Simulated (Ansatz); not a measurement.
Here is an Ansatz 0.2.0 calculation.

The input input.yaml:

```yaml
crystal:
  lattice:
    - [-1.50800044, 1.50800044, 2.10725036]
    - [1.50800044, -1.50800044, 2.10725036]
    - [1.50800044, 1.50800044, -2.10725036]
  atoms:
    - { symbol: Co, position: [0.0, 0.0, 0.0], spin: 2.0 }
    - { symbol: O, position: [0.5, 0.5, 0.0] }
hamiltonian:
  xc: pbesol
  pseudopotentials: { kind: paw }
  dispersion: d3bj
magnetization:
  spin_polarized: true
kpoints:
  mp_grid: { grid: [9, 9, 9] }
scf:
  occupations: { method: fermi_dirac, width: 0.05 }
output:
  forces: true
  stress: true
  eigenvalues: true
relax:
  f_tol: 0.01
  max_steps: 40
  cell: { stress_tol: 0.05 }
```

Potentials or basis: Ansatz PAW.

Command:

```bash
$ ansatz run input.yaml --threads 2 --pin off --max-ram 5632MiB --backend cpu --events-out ev --progress --plain --runs-dir out
```

(1) What does it give for the band gap on the k mesh?

(2) What does it give for the site moments?

(3) Predict the relaxed volume.

(4) What does it give for the net moment?

## Answers

(1) none (metal or under the smearing width).

(2) Co +2.48; O +0.33 μB.

(3) 9.61 Å³/atom.

(4) 2.93 μB per cell.

Caveat: the pressure holds a Pulay correction of +0.8 GPa for the finite cutoff; a cell with one magnetic atom can't hold antiferromagnetic order, which such compounds often take; semilocal functionals often make such compounds metallic where correlation or magnetic order opens a gap, which also shifts bond lengths; pairwise dispersion overbinds metals, which lowers pressure and volume; the PAW data sets come from PBE, with cores solved anew for the run's functional, which leaves a small shift of forces and pressure.
